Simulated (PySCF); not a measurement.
Ranking problems on computed properties.

Species are written as SMILES; each is one conformer at its optimised geometry, gas phase, non-relativistic unless stated. Electronic properties by PySCF.

The conformers computed, where there is a choice (atom-mapped SMILES and torsion angles):
- `[CH3:1][GeH2:2][O:3][SiH3:4]`: C1–Ge2–O3–Si4 -65°
- `[CH3:1][CH:2]([CH3:3])[C:4]1=[CH:5][O:6][BH2-:7][O+:8]=[CH:9]1`: C1–C2–C4–C5 -106°
- `[PH3+:1][BH2-:2][CH:3]1[CH2:4][CH2:5][CH2:6]1`: P1–B2–C3–C4 -70°
- `[CH3:1][SiH2:2][O:3][GeH3:4]`: C1–Si2–O3–Ge4 65°

The conformers of `C=C(C)[C@H]1CCOBO1`, `B[C@@H]1C[CH2][AlH2-][N+]1(C)C` and `C=CC[C@@H]1CCOBO1` aren't listed.

**Question.** Rank by electronic spatial extent ⟨r²⟩ about the centre of nuclear charge, highest first (CAM-B3LYP/def2-SVPD at PBE0-D3(BJ)/def2-SVP geometries).
A. `S=C=NB(N=C=S)N=C=S`
B. `[CH3][GeH2][O][SiH3]`
C. `[H][H]`
D. `CC=[N+](C)C`

**Answer.** A (3766 bohr²), B (802 bohr²), D (493 bohr²), C (5 bohr²).

**Question.** Give the two extremes of that set in Å².

**Answer.** `[H][H]`: 1 Å²; `S=C=NB(N=C=S)N=C=S`: 1055 Å².

**Question.** Rank by lowest singlet excitation, highest first (TDDFT CAM-B3LYP/def2-SVPD at PBE0-D3(BJ)/def2-SVP geometries).
A. `[H][H]`
B. `[H][Ga]([H])[CH2]CC`
C. `CC(C)C1=CO[BH2-][O+]=C1`
D. `B[C@@H]1C[CH2][AlH2-][N+]1(C)C`
E. `C=C(C)[C@H]1CCOBO1`
F. `C=CC[C@@H]1CCOBO1`
G. `N(B(N=C=S)N=C=S)=C=S`

**Answer.** A (12.56 eV), F (7.32 eV), E (6.96 eV), D (4.88 eV), B (4.73 eV), C (3.80 eV), G (3.63 eV).

**Question.** By how much do the two ends of that ranking differ?

**Answer.** By 8.93 eV, between `[H][H]` and `S=C=NB(N=C=S)N=C=S`.

**Question.** Rank by vertical ionisation energy, lowest first (ΔSCF CAM-B3LYP/def2-SVPD at PBE0-D3(BJ)/def2-SVP geometries).
A. `CC([C@@H]1OBOCC1)=C`
B. `[C@@H]1([N+]([AlH2-][CH2]C1)(C)C)B`
C. `[PH3+][BH2-]C1CCC1`
D. `C1C(=CO[BH2-][O+]=1)C(C)C`

**Answer.** B (8.82 eV), D (8.99 eV), C (9.24 eV), A (9.37 eV).

**Question.** Rank by smallest rotational constant, lowest first (PBE0-D3(BJ)/def2-SVP).
A. `[CH3][GeH2][O][SiH3]`
B. `C#CC1=C(F)[CH+]1`
C. `[H][H]`
D. `CC=[N+](C)C`
E. `C1[NH2+]CCC1`
F. `S=C=NB(N=C=S)N=C=S`
G. `CC(C)C1=CO[BH2-][O+]=C1`
H. `[PH3+][BH2-]C1CCC1`

**Answer.** F (0.252 GHz), G (0.984 GHz), H (1.224 GHz), A (1.535 GHz), B (1.819 GHz), D (2.717 GHz), E (3.777 GHz), C (1731.980 GHz).

**Question.** By how much do the two ends of that ranking differ?

**Answer.** By 1731.728 GHz, between `[H][H]` and `S=C=NB(N=C=S)N=C=S`.

**Question.** Rank by static isotropic polarisability, lowest first (CAM-B3LYP/def2-SVPD at PBE0-D3(BJ)/def2-SVP geometries).
A. `[H][Ga]([H])[CH2]CC`
B. `S=C=NB(N=C=S)N=C=S`
C. `CC(C)C1=CO[BH2-][O+]=C1`
D. `[H][H]`
E. `C[SiH2][O][GeH3]`
F. `C1COBO[C@@H]1CC=C`

**Answer.** D (5.4 au), A (69.2 au), E (72.8 au), F (90.3 au), C (93.0 au), B (165.3 au).

**Question.** Rank by lowest triplet excitation (Tamm–Dancoff), highest first (TDA CAM-B3LYP/def2-SVPD at PBE0-D3(BJ)/def2-SVP geometries).
A. `B[C@@H]1C[CH2][AlH2-][N+]1(C)C`
B. `[H][H]`
C. `CC(C)C1=CO[BH2-][O+]=C1`
D. `[H][Ga]([H])[CH2]CC`

**Answer.** B (10.02 eV), A (4.70 eV), D (4.39 eV), C (2.57 eV).

**Question.** By how much do the two ends of that ranking differ?

**Answer.** By 7.45 eV, between `[H][H]` and `CC(C)C1=CO[BH2-][O+]=C1`.
